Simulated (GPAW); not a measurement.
Sn:

```xyz
2
Lattice="0.0000 3.2333 3.2333 3.2333 0.0000 3.2333 3.2333 3.2333 0.0000" Properties=species:S:1:pos:R:3 pbc="T T T"
Sn    4.8500    4.8500    4.8500
Sn    3.2333    3.2333    3.2333
```

This isn't the form of Sn at room conditions, which is tetragonal (white tin).

```yaml
Program: GPAW 26.7.0
Task: relaxation of cell and atoms
Functional: PBEsol
Potentials_or_basis: PAW data sets generated in the run's folder for this functional
Cutoff: 600 eV
Basis: pw
k_mesh: 6 × 6 × 6
Occupations: fermi-dirac, width 0.05 eV
Spin: no spin polarisation
```

At the start: pressure 1.3 GPa; volume 33.80 Å³/atom.

Question: Where does the relaxation end?

Answer: Over 3 steps the energy falls by 4.1 meV/atom and the volume is 34.78 Å³/atom (+2.9 %); space group Fd-3m (No. 227, to 0.05 Å).

The path:
| step | energy change (eV) | largest force (eV/Å) | pressure (GPa) | volume (Å³) |
| --- | --- | --- | --- | --- |
| 1 | 0.0000 | 0.0000 | 1.32 | 67.61 |
| 2 | -0.0030 | 0.0000 | 1.04 | 68.01 |
| 3 | -0.0082 | 0.0000 | 0.04 | 69.55 |

Final structure:
```cif
data_structure
_symmetry_space_group_name_H-M 'P 1'
_symmetry_Int_Tables_number 1
_cell_length_a 4.6161
_cell_length_b 4.6161
_cell_length_c 4.6161
_cell_angle_alpha 60.000
_cell_angle_beta 60.000
_cell_angle_gamma 60.000
_cell_volume 69.55
loop_
_atom_site_label
_atom_site_type_symbol
_atom_site_fract_x
_atom_site_fract_y
_atom_site_fract_z
_atom_site_occupancy
Sn1 Sn 0.75000 0.75000 0.75000 1
Sn2 Sn 0.50000 0.50000 0.50000 1
```

Caveat: later steps reuse the first step's grids.
